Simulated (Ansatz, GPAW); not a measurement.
This is a calculation of BAs for GPAW 26.7.0 (ASE script). 

The input run.py:

```python
from ase.dft.bandgap import bandgap
from ase.io import read, write
from ase.units import GPa
from gpaw import GPAW, PW

atoms = read('POSCAR')

calc = GPAW(mode=PW(800),
            xc='PBE',
            kpts={'size': (10, 10, 10), 'gamma': True},
            occupations={'name': 'methfessel-paxton', 'order': 0, 'width': 0.027000000000000003},
            nbands=11,
            convergence={'density': 1e-05, 'energy': 1e-05},
            maxiter=150,
            txt='gpaw.txt')
atoms.calc = calc
energy = atoms.get_potential_energy()
forces = atoms.get_forces()
stress = atoms.get_stress()
calc.write('gs.gpw')
write('result.traj', atoms)
print(f'Energy: {energy:.6f} eV')
print('Forces (eV/A):')
print(forces.round(4))
print('Stress (GPa):', (stress / GPa).round(3))
print('Fermi level:', round(calc.get_fermi_level(), 4), 'eV')
print(f'Gap: {bandgap(calc)[0]:.4f} eV, direct: {bandgap(calc, direct=True)[0]:.4f} eV')
```

Contents of POSCAR:

```
BAs
1.0
    0.0000000000      2.3885000000      2.3885000000
    2.3885000000      0.0000000000      2.3885000000
    2.3885000000      2.3885000000      0.0000000000
As B
1 1
Direct
    0.7500000000      0.7500000000      0.7500000000
    0.0000000000      0.0000000000      0.0000000000
```

Potentials or basis: GPAW PAW data sets (gpaw-data 1.2.1), pw.

Run with:

```sh
$ OMP_NUM_THREADS=1 python run.py
```

Translate it to Ansatz 0.2.0. Potentials or basis there: all-electron LAPW, scalar-relativistic.

As run (cutoffs and basis follow the program's own potentials, and thresholds, step limits or extra output files can differ):

Contents of input.yaml:

```yaml
crystal:
  lattice:
    - [0.0, 2.3885, 2.3885]
    - [2.3885, 0.0, 2.3885]
    - [2.3885, 2.3885, 0.0]
  atoms:
    - { symbol: As, position: [0.75, 0.75, 0.75] }
    - { symbol: B, position: [0.0, 0.0, 0.0] }
kpoints:
  mp_grid: { grid: [10, 10, 10] }
scf:
  occupations: { method: gaussian, width: 0.027 }
hamiltonian:
  xc: pbe
  pseudopotentials: { kind: all_electron, lapw: { basis_error: 0.001 } }
output:
  forces: true
  stress: true
  eigenvalues: true
```

Potentials or basis: all-electron LAPW, scalar-relativistic.

The run is started by

```sh
$ ansatz run input.yaml --threads 1 --pin off --max-ram 3072MiB --backend cpu --events-out ev --progress --plain --runs-dir out
```

Both were run:

|  | GPAW | Ansatz |
| --- | --- | --- |
| Pressure | 3.3 GPa | 2.7 GPa |

Where Ansatz's input types no cutoff or centring, it takes its own default and a Γ-centred mesh.

Pressure is positive in compression.
